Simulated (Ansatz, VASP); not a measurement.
# GaN: VASP beside Ansatz, part 2 of 2

One calculation is typed for both programs; each brings its own data sets and cutoff. How far apart do they land?

VASP 6.6.1 and Ansatz 0.2.0.

So far. Step 4 (Differences): The walks stopped with 0.00 GPa left in Ansatz and 0.00 GPa in VASP; each walk ends within a tolerance, so the volume difference is uncertain by about these residues over the bulk modulus, most in soft cells.

The database entry behind the starting cell differs from later determinations by our own check (thin film, about 0.3 % long), so it need not match the best structure at ambient conditions.

## Step 5: VASP: relaxation of cell and atoms, PBE with D3(BJ)

Level of this step: PBE with D3(BJ); plane waves and PAW (Ga_d, N) (VASP).

The relaxed volume is the usual yardstick between codes: its relative difference is about their pressure difference at one cell divided by the bulk modulus.

INCAR

```
SYSTEM = GaN
PREC = Accurate
ENCUT = 560
EDIFF = 1E-06
NELM = 100
ISMEAR = -1
SIGMA = 0.05
LREAL = .FALSE.
ALGO = Normal
GGA = PE
IVDW = 12
NBANDS = 24
LORBIT = 11
LWAVE = .FALSE.
LCHARG = .FALSE.
KPAR = 2
IBRION = 2
NSW = 60
ISIF = 3
EDIFFG = -0.01
```

POSCAR

```
GaN
1.0
    3.1972000000      0.0000000000      0.0000000000
   -1.5986000000      2.7688564210      0.0000000000
    0.0000000000      0.0000000000      5.2070000000
Ga N
2 2
Direct
    0.6666666667      0.3333333333      0.5912000000
    0.3333333333      0.6666666667      0.0912000000
    0.6666666667      0.3333333333      0.9688000000
    0.3333333333      0.6666666667      0.4688000000
```

KPOINTS

```
Automatic mesh
0
Gamma
8 8 5
0 0 0
```

Potentials, in the order of the species: Ga_d and N (PBE family, release 64).

On the command line:

```
$ mpirun -np 2 vasp_std
```

Numbers of over 12 decimals in the logs are rounded to 6 here.

The log of the run:

```text
[banner, memory and clock lines left out]
running    2 mpi-ranks, on    1 nodes
[...]
LDA part: xc-table for (Slater+PW92), standard interpolation
 POSCAR, INCAR and KPOINTS ok, starting setup
[...]
entering main loop
       N       E                     dE             d eps       ncg     rms          rms(c)
DAV:   1     0.282431603875E+03    0.28243E+03   -0.18807E+04  1536   0.290E+03
DAV:   2     0.511403388708E+01   -0.27732E+03   -0.26528E+03  1640   0.527E+02
DAV:   3    -0.272929127736E+02   -0.32407E+02   -0.32121E+02  1656   0.146E+02
DAV:   4    -0.282908324382E+02   -0.99792E+00   -0.99592E+00  1928   0.285E+01
[...]
DAV:  13    -0.243087816235E+02   -0.16168E-05   -0.58404E-05  2064   0.111E-01    0.248E-02
DAV:  14    -0.243087799173E+02    0.17062E-05   -0.11036E-05  2064   0.384E-02    0.776E-03
DAV:  15    -0.243087799135E+02    0.38017E-08   -0.11856E-06  1168   0.788E-03
   1 F= -.25315936E+02 E0= -.25315936E+02  d E =-.253159E+02
[... from here on, the cycles between the ionic steps are left out ...]
   2 F= -.25316108E+02 E0= -.25316108E+02  d E =-.172812E-03
   3 F= -.25316148E+02 E0= -.25316148E+02  d E =-.212866E-03
   4 F= -.25316195E+02 E0= -.25316195E+02  d E =-.464736E-04
 trial-energy change:   -0.000046  1 .order   -0.000048   -0.000081   -0.000016
 step:   1.1637(harm=  1.1637)  dis= 0.00075  next Energy=   -25.316199 (dE=-0.502E-04)
 reached required accuracy - stopping structural energy minimisation
```

From OUTCAR (step 5):

```text
 Edisp (eV)   -1.00744

 Edisp (eV)   -1.00781

  Total       0.00842     0.00842     0.03279     0.00000     0.00000     0.00000
  in kB       0.29282     0.29282     1.14056     0.00000     0.00000     0.00000
  external pressure =        0.58 kB  Pullay stress =        0.00 kB

 POSITION                                       TOTAL-FORCE (eV/Angst)
 -----------------------------------------------------------------------------------
      1.59813      0.92268      3.08068        -0.000000      0.000000      0.002363
     -0.00000      1.84536      0.47726        -0.000000      0.000000      0.002363
      1.59813      0.92268      5.04200         0.000000     -0.000000     -0.002363
     -0.00000      1.84536      2.43857         0.000000     -0.000000     -0.002363
 -----------------------------------------------------------------------------------
    total drift:                               -0.000000      0.000000      0.000046

  FREE ENERGIE OF THE ION-ELECTRON SYSTEM (eV)
  ---------------------------------------------------
  free  energy   TOTEN  =       -25.3161949445 eV

  energy  without entropy=      -25.3161949443  energy(sigma->0) =      -25.31619494

[... 2 parts as in an earlier step ...]

[... 2 further parts left out ...]
[key lines of the parts left out:]
E-fermi :   6.1867
```

## Step 6: Ansatz: relaxation of cell and atoms, PBE with D3(BJ)

The same cell, functional, mesh and smearing now go to Ansatz, which takes its cutoff from its data sets.

input.yaml

```yaml
crystal:
  lattice:
    - [3.1972, 0.0, 0.0]
    - [-1.5986, 2.768856421, 0.0]
    - [0.0, 0.0, 5.207]
  atoms:
    - { symbol: Ga, position: [0.6666666667, 0.3333333333, 0.5912] }
    - { symbol: Ga, position: [0.3333333333, 0.6666666667, 0.0912] }
    - { symbol: "N", position: [0.6666666667, 0.3333333333, 0.9688] }
    - { symbol: "N", position: [0.3333333333, 0.6666666667, 0.4688] }
hamiltonian:
  xc: pbe
  pseudopotentials: { kind: paw }
  dispersion: d3bj
kpoints:
  mp_grid: { grid: [8, 8, 5] }
scf:
  occupations: { method: fermi_dirac, width: 0.05 }
relax:
  f_tol: 0.01
  max_steps: 60
  cell: { stress_tol: 0.05 }
output:
  forces: true
  stress: true
```

On the command line:

```
$ ansatz run input.yaml --threads 4 --pin off --max-ram 9216MiB --backend cpu --events-out ev --progress --plain --runs-dir out
```

The log of the run:

```text
[...]
Crystal: 4 atoms, lattice volume = 46.095 Å³
Basis set: ecut = 420 eV, 917 PW (Γ), exchange–correlation on 48×48×72 points (8 copies of the dense FFT grid, shifted against one another)
Bands: 22, of which v1, the nominal top of the filled ones, is band 18 counted from 1 (17 counted from 0)
Symmetry: 12 space group operations
[...]
k-points: 30 of 320 (time reversal used)
[...]
--- Relaxed structure (4 steps of the walk, 4 accepted, 1 SCFs on fresh bases) ---
[...]
cell:  # Å, volume = 46.0910 Å³
    - [3.196640, 0, 0.0]
    - [-1.598320, 2.768371, 0]
    - [0, 0, 5.208332]
  atoms:
    - { symbol: Ga, position: [0.666667, 0.333333, 0.591683] }
    - { symbol: Ga, position: [0.333333, 0.666667, 0.091683] }
    - { symbol: N, position: [0.666667, 0.333333, 0.968317] }
    - { symbol: N, position: [0.333333, 0.666667, 0.468317] }
[key lines of the parts left out:]
SCF converged after 5 iterations
Free energy (F): -8336.833858 eV
Fermi energy:    10.517086 eV
P = ⅓ Tr σ = -0.0006 GPa (-0.006 kbar)
```

Run time: 2.7 s. Hardware: 4 threads of AMD EPYC 7B13 (Zen 3), shared host; peak memory 0.41 GiB.

## Step 7: Differences

What differs besides the data sets and the points named for the pairs above, as far as they apply: the cutoff is 420 eV in Ansatz and 560 eV in VASP; VASP leaves aspherical gradient terms in its spheres out (LASPH is not set), Ansatz keeps them. Total energies have different zeros and are not compared.

Both answers:

| quantity | Ansatz | VASP | difference |
| --- | --- | --- | --- |
| volume (Å³) | 46.09 | 46.07 | +0.05 % |
| edge a after relaxation, in the typed setting (Å) | 3.197 | 3.196 | +0.01 % |
| edge c after relaxation, in the typed setting (Å) | 5.208 | 5.207 | +0.03 % |

The walks stopped with 0.00 GPa left in Ansatz and 0.06 GPa in VASP; each walk ends within a tolerance, so the volume difference is uncertain by about these residues over the bulk modulus, most in soft cells.

## Step 8: What came out

| Item | Value |
| --- | --- |
| difference in volume (relaxation of cell and atoms, r2SCAN) | -0.57 % |
| difference in volume (relaxation of cell and atoms, PBE with D3(BJ)) | 0.052 % |

What this shows: The difference in volume is -0.57 % (relaxation of cell and atoms, r2SCAN), within the 1.2 % picked in this series as the mark of a large difference, as far as the stopping tolerances let one tell. Such differences can come from data sets, numerical settings and the points named under the comparisons, not from the functional's error against experiment.

[Lines on the potential files, build, host, timing and source positions are cut from VASP's logs without a mark.]

[Logs are printed without paths, hosts, clocks, repeated set-up lines and the standing remarks that a program may print on its own settings, such as how far it seeks lower states.]

[Hosts, paths, dates, database ids (printed as entryN), source tags and the programs' standing remarks are cut or masked in the printed files.]
